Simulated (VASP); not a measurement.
Runs of VASP 6.6.1 on GaAs. The structure is cubic, space group F-43m (No. 216). The conventional cell has a = 5.750 Å, b = 5.750 Å, c = 5.750 Å, α = 90.00°, β = 90.00°, γ = 90.00°. Ga (site symmetry -43m) has 4 As at 2.49 Å as nearest neighbours. Around As (site symmetry -43m) lie 4 Ga at 2.49 Å. 

| task | level | potentials or basis | spin | cell | k mesh | cutoff (eV) | grid for exact exchange (PRECFOCK) | screening parameter | mesh quality | gap on the mesh (eV) | pressure (GPa) |
| --- | --- | --- | --- | --- | --- | --- | --- | --- | --- | --- | --- |
| relaxation of cell and atoms | PBE | VASP PAW PBE potentials, release 64 (Ga_d, As) | off | relaxed | 10 × 10 × 10 | 600 | - | - | not flagged | 0.14 | 0.0 |
| band structure | PBE | VASP PAW PBE potentials, release 64 (Ga_d, As) | off | as given | 10 × 10 × 10 | 520 | - | - | not flagged | 0.14 | 0.0 |
| band structure | HSE06 | VASP PAW PBE potentials, release 64 (Ga_d, As) | SOC, no magnetisation | as given | 4 × 4 × 4 | 520 | Fast | 0.2 1/A | coarse | - | -2.3 |
| band structure | LDA | VASP PAW LDA potentials, release 64 (Ga_d, As) | off | as given | 10 × 10 × 10 | 520 | - | - | not flagged | - | (a) |

Alike in all rows: smearing gaussian 0.03 eV.

**Question.** Fill in the values left out.

**Answer.** (a) -4.6.

Caveats: some runs use coarse meshes; the relaxation stopped at its first step, so nothing moved (some runs); the PAW data sets were made with another functional, which shifts forces and pressure a little (some runs); this crystal is a semiconductor, whose small gap the functional closes, so the metal is an error of the method (some runs).

A k mesh can miss the band edges, and rows without SOC leave out spin-orbit coupling on As, Ga.
